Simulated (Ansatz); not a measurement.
# Fe under changes of volume

One of the cells (12.019 Å³/atom); the others are scaled copies at fixed shape and fractional positions:

```
Fe
1.0
    -1.44300    1.44300    1.44300
     1.44300   -1.44300    1.44300
     1.44300    1.44300   -1.44300
Fe
1
Direct
  0.00000 0.00000 0.00000
```

| Item | Value |
| --- | --- |
| Program | Ansatz 0.2.0 |
| Functional | PBE |
| Potentials or basis | Ansatz PAW earlier set |
| Cutoff | 950 eV |
| Density cutoff | 3800 eV |
| k mesh | 13 × 13 × 13 |
| Occupations | fermi-dirac, width 0.05 eV |
| Spin | collinear spin, ferromagnetic start |
| Starting moments | [3.0] μB |

| volume (Å³/atom) | energy over the lowest point (meV/atom) | pressure (GPa) | moment (μB per cell) |
| --- | --- | --- | --- |
| 11.298 | 0.00 | 0.1 | 2.11 |
| 11.538 | 3.07 | -3.9 | 2.14 |
| 11.778 | 11.75 | -7.2 | 2.18 |
| 12.019 | 24.85 | -9.7 | 2.24 |
| 12.259 | ? | ? | ? |
| 12.499 | 59.89 | -13.2 | 2.39 |
| 12.740 | 80.17 | -13.5 | 2.50 |

**Question.** What does the run at 12.259 Å³/atom give?

**Answer.** Energy over the lowest point 40.97 meV/atom; pressure -11.7 GPa; moment 2.31 μB per cell.

Worked out: A Birch-Murnaghan fit of order 3 (a polynomial in V^(-2/3)) to the other rows has its minimum at 11.31 Å³/atom with B0 = V·E''(V) = 223 GPa (rough, since the energies scatter). It gives 41.20 meV/atom at 12.259 Å³/atom, against the run's 40.97, and -dE/dV = -11.8 GPa, against -11.7. A parabola through the other rows of the moment, of slope 0.329 μB per Å³/atom there, gives 2.31 μB, against the run's 2.31.

Energies are extrapolated to zero smearing.
